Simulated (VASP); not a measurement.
# Br (P1) in VASP: single point with PBEsol

Aim: the single point of Br with PBEsol.

Everything below comes from runs of VASP 6.6.1. Logs are shortened: lines on timing, memory, paths and dates and some standing lists are left out, and cuts for length are marked.

**1. The cell of the first run**

The typed cell holds 4 atoms: a = 4.017 Å, b = 4.017 Å, c = 8.720 Å, α = 90.00°, β = 90.00°, γ = 67.78°.

**2. Single point, PBEsol (one atom moved)**

Contents of INCAR:

```
SYSTEM = Br
ALGO = Fast
EDIFF = 1E-6
ENCUT = 520
GGA = PS
ISIF = 2
ISMEAR = 0
LASPH = .TRUE.
LCHARG = .TRUE.
LELF = .TRUE.
LREAL = .FALSE.
LVHAR = .TRUE.
LWAVE = .FALSE.
NBANDS = 22
NELM = 100
PREC = Accurate
SIGMA = 0.02
```

Contents of KPOINTS:

```
k-points
0
G
  8 8 4
  0 0 0
```

Contents of POSCAR:

```
Br
1.0
    3.3350000000     -2.2400000000      0.0000000000
    3.3350000000      2.2400000000      0.0000000000
    0.0000000000      0.0000000000      8.7200000000
Br
4
Direct
    0.1350000000      0.8650000000      0.1100000000
    0.6350000000      0.3650000000      0.3900000000
    0.8725064254      0.1532207111      0.8914610092
    0.3650000000      0.6350000000      0.6100000000
```

Potentials or basis: VASP PAW PBE potentials, release 64 (Br).

Launch:

```console
$ cat potpaw_PBE.64/Br/POTCAR > POTCAR
$ mpirun -np 1 vasp_std > vasp.out
```

OUTCAR:

```text
SYSTEM = Br
   EDIFF = 1E-6
   ENCUT = 520
   GGA = PS
   ISIF = 2
   ISMEAR = 0
   LASPH = .TRUE.
   LREAL = .FALSE.
   NELM = 100
   PREC = Accurate

 ion  position               nearest neighbor table
   1  0.135  0.865  0.110-   3 2.27
   2  0.635  0.365  0.390-   4 2.27
   3  0.873  0.153  0.891-   1 2.27
   4  0.365  0.635  0.610-   2 2.27

  LATTYP: Found a base centered orthorhombic cell.
 ALAT       =     4.4800000000
 B/A-ratio  =     1.4888392857
 C/A-ratio  =     1.9464285714

  Lattice vectors:

 A1 = (  -3.3350000000,  -2.2400000000,   0.0000000000)
 A2 = (   3.3350000000,  -2.2400000000,   0.0000000000)
 A3 = (   0.0000000000,   0.0000000000,   8.7200000000)

Analysis of symmetry for initial positions (statically):
=====================================================================
 Subroutine PRICEL returns:
 Original cell was already a primitive cell.

 Routine SETGRP: Setting up the symmetry group for a
 base centered orthorhombic supercell.

 Subroutine GETGRP returns: Found  1 space group operations
 (whereof  1 operations were pure point group operations)
 out of a pool of  8 trial point group operations.

The static configuration has the point symmetry C_1 .

Analysis of symmetry for dynamics (positions and initial velocities):
=====================================================================
 Subroutine PRICEL returns:
 Original cell was already a primitive cell.

 Routine SETGRP: Setting up the symmetry group for a
 base centered orthorhombic supercell.

 Subroutine GETGRP returns: Found  1 space group operations
 (whereof  1 operations were pure point group operations)
 out of a pool of  8 trial point group operations.

The dynamic configuration has the point symmetry C_1 .

 Subroutine INISYM returns: Found  1 space group operations
 (whereof  1 operations are pure point group operations),
 and found     1 'primitive' translations

----------------------------------------------------------------------------------------

                                     Primitive cell

  volume of cell :     130.2838

  direct lattice vectors                    reciprocal lattice vectors
[... 75 lines left out ...]
   total plane-waves  NPLWV =  63000
   dimension x,y,z NGX =    30 NGY =   30 NGZ =   70
   dimension x,y,z NGXF=    60 NGYF=   60 NGZF=  140
   ions per type =               4
   NGX,Y,Z   is equivalent  to a cutoff of  12.41, 12.41, 13.35 a.u.
   NGXF,Y,Z  is equivalent  to a cutoff of  24.83, 24.83, 26.69 a.u.
 SYSTEM =  Br
   PREC   = accura    normal or accurate (medium, high low for compatibility)
   ISTART =      0    job   : 0-new  1-cont  2-samecut
   ICHARG =      2    charge: 1-file 2-atom 10-const
   ISPIN  =      1    spin polarized calculation?
   LNONCOLLINEAR =      F non collinear calculations
   LSORBIT =      F    spin-orbit coupling
   LASPH  =      T    aspherical Exc in radial PAW
   ENCUT  =  520.0 eV  38.22 Ry    6.18 a.u.   7.47  7.47 16.21*2*pi/ulx,y,z
   NELM   =    100;   NELMIN=  2; NELMDL= -5     # of ELM steps
   EDIFF  = 0.1E-05   stopping-criterion for ELM
[... 8 lines left out ...]
   TEBEG  =    0.0;   TEEND  =   0.0 temperature during run
   PSTRESS=    0.0 pullay stress
   NELECT =      28.0000    total number of electrons
   NUPDOWN=      -1.0000    fix difference up-down
   EMIN   =  10.00;   EMAX   =-10.00  energy-range for DOS
   EFERMI =   0.00;   METHOD = LEGACY
   ISMEAR =     0;   SIGMA  =   0.02  broadening in eV -4-tet -1-fermi 0-gaus
   EFERMI_NEDOS =   21; number of points for ismear=-14 and -15
   IALGO  =     68    algorithm
   IMIX   =      4    mixing-type and parameters
     AMIX     =   0.40;   BMIX     =  1.00
     AMIX_MAG =   1.60;   BMIX_MAG =  1.00
  volume/ion in A,a.u.               =      32.57       219.80
  Fermi-wavevector in a.u.,A,eV,Ry     =   0.980612  1.853089 13.083372  0.961601
  Thomas-Fermi vector in A             =   2.111556
   LORBIT       =      0    0 simple, 1 ext, 2 COOP (PROOUT), +10 PAW based schemes
   GGA     = PS    functional components
   LHFCALC =     F    Hartree Fock is set to
   AEXX    =    0.0000 exact exchange contribution
   IVDW    =     0    specifies the selected vdW correction
   LEPSILON=     F    determine dielectric tensor
   LRPA    =     F    only Hartree local field effects (RPA)
 non-spin polarized calculation
 RMM-DIIS sequential band-by-band and
 Gauss-broadening in eV      SIGMA  =   0.02
  energy-cutoff  :      520.00
  volume of cell :      130.28
 maximum number of plane-waves:      3548
 NGX is ok and might be reduce to    30
   NGX = 15   NGY = 15   NGZ = 33

 number of electron      27.9999999 magnetization

 Free energy of the ion-electron system (eV)
  ---------------------------------------------------
  ext. energy  EPLUGINS =         0.00000000
  ---------------------------------------------------
  free energy    TOTEN  =        -7.15980157 eV

  energy without entropy =       -7.15980157  energy(sigma->0) =       -7.15980157

 E-fermi :   0.0921     XC(G=0):  -8.2537

 val. band max:       -0.0119878032   @ k =   0.0000   0.5000   0.5000
 cond. band min:       1.7302255101   @ k =  -0.0000  -0.1250   0.0000
 fundamental gap:      1.7422133133
 Fermi energy:         0.0920850922

 k-point     1 :       0.0000    0.0000    0.0000
  band No.  band energies     occupation
      1     -16.2220      2.00000
      2     -15.8801      2.00000
      3     -13.2920      2.00000
      4     -12.5296      2.00000
      5      -5.2366      2.00000
      6      -4.0502      2.00000
[... 589 lines left out ...]
     21       8.6950      0.00000
     22       9.2538      0.00000

 [... further k-points ...]
[... 5 lines left out ...]
  --------------------------------------------------------------------------------------
  -------------------------------------------------------------------------------------
  Total        0.1839163      0.2641868      1.8690217      0.0240779      0.0610498     -0.0516812
  in kB        2.2617280      3.2488627     22.9844754      0.2961001      0.7507658     -0.6355548
  external PRESSURE =       9.4983553 kB  Pullay stress =       0.0000000 kB

 VOLUME and BASIS-vectors are now :
 -----------------------------------------------------------------------------
  energy-cutoff  :      520.00
  volume of cell :      130.28
      direct lattice vectors                 reciprocal lattice vectors
     3.335000000 -2.240000000  0.000000000     0.149925037 -0.223214286  0.000000000
     3.335000000  2.240000000  0.000000000     0.149925037  0.223214286  0.000000000
     0.000000000  0.000000000  8.720000000     0.000000000  0.000000000  0.114678899

 POSITION                                       TOTAL-FORCE (eV/Angst)
 -----------------------------------------------------------------------------------
      3.33500      1.63520      0.95920         0.007517     -0.456074      0.926740
      3.33500     -0.60480      3.40080        -0.007060     -0.507546     -0.954157
      3.42080     -1.61120      7.77354        -0.025150      0.459702     -0.928308
      3.33500      0.60480      5.31920         0.024693      0.503918      0.955725
 -----------------------------------------------------------------------------------
    total drift:                                0.000098     -0.000105     -0.000015

  FREE ENERGIE OF THE ION-ELECTRON SYSTEM (eV)
  ---------------------------------------------------
  free  energy   TOTEN  =        -7.1598015717 eV

  energy  without entropy=       -7.1598015717  energy(sigma->0) =       -7.15980157
```

OSZICAR:

```text
N       E                     dE             d eps       ncg     rms          rms(c)
DAV:   1     0.173886660420E+03    0.17389E+03   -0.11449E+04  5808   0.106E+03
DAV:   2     0.581202763526E+01   -0.16807E+03   -0.16288E+03  8162   0.183E+02
DAV:   3    -0.744849715943E+01   -0.13261E+02   -0.13211E+02  7386   0.589E+01
DAV:   4    -0.758229233919E+01   -0.13380E+00   -0.13375E+00  7146   0.708E+00
DAV:   5    -0.758342679791E+01   -0.11345E-02   -0.11344E-02  7422   0.647E-01    0.121E+01
RMM:   6    -0.727408388916E+01    0.30934E+00   -0.18536E-01  5861   0.215E+00    0.749E+00
RMM:   7    -0.716564304188E+01    0.10844E+00   -0.44128E-01  7053   0.348E+00    0.575E-01
RMM:   8    -0.716019076378E+01    0.54523E-02   -0.37835E-02  6582   0.114E+00    0.193E-01
RMM:   9    -0.715977698201E+01    0.41378E-03   -0.22572E-03  7527   0.316E-01    0.700E-02
RMM:  10    -0.715980360226E+01   -0.26620E-04   -0.37966E-04  7348   0.124E-01    0.340E-02
RMM:  11    -0.715980180609E+01    0.17962E-05   -0.67902E-05  7324   0.490E-02    0.164E-02
RMM:  12    -0.715980157169E+01    0.23440E-06   -0.94184E-06  7435   0.191E-02
   1 F= -.71598016E+01 E0= -.71598016E+01  d E =-.766346E-16
```

It took 4.5 min on 1 thread of Intel Xeon Platinum 8488C (Sapphire Rapids), shared host; peak memory 0.42 GiB.

What came out:

| Property | Result |
| --- | --- |
| Free energy | -7.1598 eV |
| Pressure | 0.9 GPa |
| Largest force | 1.081 eV/Å |
| Band gap on the k mesh | 1.74 eV, indirect (least direct gap 1.84 eV) |

Forces on the atoms (eV/Å):
```
Br   0.008 -0.456  0.927
Br  -0.007 -0.508 -0.954
Br  -0.025  0.460 -0.928
Br   0.025  0.504  0.956
```

Caveat: the PAW data sets were made with another functional, which shifts forces and pressure a little.
